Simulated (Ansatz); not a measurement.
This cell of LiI (rock salt) is off equilibrium:

```xyz
2
Lattice="0.0000 3.0353 3.0757 3.0353 0.0000 3.0757 3.0353 3.0353 0.0000" Properties=species:S:1:pos:R:3 pbc="T T T"
I      0.0000     0.0000     0.0000
Li     3.0353     3.0353     3.0757
```

Computed with r2SCAN (plane waves to 500 eV, PAW, scalar-relativistic; Ansatz, a first-principles code). k mesh 10×10×10 (Γ-centred), Fermi-Dirac smearing 0.05 eV. The energy includes the smearing's −TS. Stress and pressure are positive under compression. LiI was relaxed with its symmetry unable to fall. Spin-orbit coupling is left out, though I is heavy.

Give the stress tensor in GPa and the pressure.


```
  -0.66     0.00     0.00
   0.00    -0.66     0.00
   0.00     0.00    -0.88
```
The pressure, a third of the trace, is -0.74 GPa.

It is the relaxed cell deformed to V/V₀ = 1.040, (c/a)/(c/a)₀ = 1.013, c along z, fractional positions held. What is its energy relative to the relaxed cell?

2.8 meV/atom.

(A scan under strain: stresses follow from slopes of the energy per volume, elastic moduli from its curvatures.)
